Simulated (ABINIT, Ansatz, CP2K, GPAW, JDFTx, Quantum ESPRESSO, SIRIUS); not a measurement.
CuO: 8 runs at one level of theory

```
CELL_PARAMETERS angstrom
2.55255 0.00000 0.00000
0.00000 2.55255 0.00000
0.00000 0.00000 2.55255
ATOMIC_POSITIONS crystal
Cu 0.00000 0.00000 0.00000
O 0.50000 0.50000 0.50000
```

Measurements of this composition are mostly on another form, of space group No. 15.

Alike in all runs: task single point; functional PBE; k mesh 10 × 10 × 10; occupations fermi-dirac, width 0.05 eV; no spin polarisation; no spin-orbit coupling. Pressure is positive in compression and, in plane waves, holds the error of the finite cutoff, which Ansatz's Pulay term estimates and takes out.

```tsv
program and potentials	plane-wave cutoff (eV)	notes	band gap (eV)	pressure (GPa)
SIRIUS, PseudoDojo 0.4.1 PBE standard (scalar relativistic)	1254	12.5 valence electrons an atom on average	no gap	20.56
ABINIT, JTH PAW PBE v2.0	707	12.5 valence electrons an atom on average	no gap	20.53
CP2K, POTENTIAL_UZH Cu GTH-PBE-q11, O GTH-PBE-q6; TZVP-MOLOPT-PBE-GTH basis	-	atomic basis; 8.5 valence electrons an atom on average	no gap	23.98
Ansatz, all-electron LAPW, scalar-relativistic	-	-	no gap	20.78
Quantum ESPRESSO, SSSP 1.3 efficiency PBE	748	8.5 valence electrons an atom on average	no gap	20.43
GPAW, GPAW PAW data sets (gpaw-data 1.2.1)	800	8.5 valence electrons an atom on average; this data set often lies off other programs	no gap	22.32
JDFTx, PseudoDojo-SR-PBE-0.5-standard with smoothed tails	1252	12.5 valence electrons an atom on average	no gap	20.47
Ansatz, Ansatz PAW (earlier soft set)	420	12.5 valence electrons an atom on average	?	?
```

Question: Estimate from the other rows what the run with Ansatz, Ansatz PAW (earlier soft set) gave.

Answer: No band gap; pressure 20.62 GPa. Its pressure holds a Pulay term of +0.54 GPa. The other rows, which needn't bracket it: pressure 20.43 to 23.98.
